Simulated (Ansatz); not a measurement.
Crystal: WS2 (Tungstenite).

```xyz
6
Lattice="3.1800 0.0000 0.0000 -1.5900 2.7540 0.0000 0.0000 0.0000 12.5000" Properties=species:S:1:pos:R:3 pbc="T T T"
W     1.5900    0.9180    9.3750
W     0.0000    1.8360    3.1250
S     1.5900    0.9180    4.6875
S     0.0000    1.8360   10.9375
S     1.5900    0.9180    1.5625
S     0.0000    1.8360    7.8125
```

Base run:

```yaml
Program: Ansatz 0.2.0
Functional: r2SCAN
Potentials_or_basis: Ansatz PAW
Cutoff: "500 eV (not typed: the program's choice for these potentials)"
k_mesh: 7 × 7 × 3
Occupations: fermi-dirac, width 0.05 eV
Spin: spin-orbit coupling, no magnetisation
```

Its results: band gap on the k mesh 1.20 eV, indirect (least direct gap 2.27 eV); pressure 0.2 GPa; largest force 0.122 eV/Å.

Q: The run is repeated on the same cell with these changes: functional from r2SCAN to PBEsol; cutoff from 500 eV (not typed: the program's choice for these potentials) to 420 eV (not typed: the program's choice for these potentials). What comes out?

A: Band gap on the k mesh 1.05 eV, indirect (least direct gap 2.14 eV); pressure -2.8 GPa; largest force 0.158 eV/Å.

r2SCAN gives the wider gap, since meta-GGAs in the generalised Kohn-Sham scheme recover part of the derivative discontinuity.

Caveats: the k mesh misses the band edges, so the gap on the mesh is wider than the one along the path; the PAW data sets come from PBE, with cores solved anew for the run's functional, which leaves a small shift of forces and pressure; this functional lacks dispersion, which binds the layers, so the pressure and a relaxed spacing across them are unreliable (some runs).
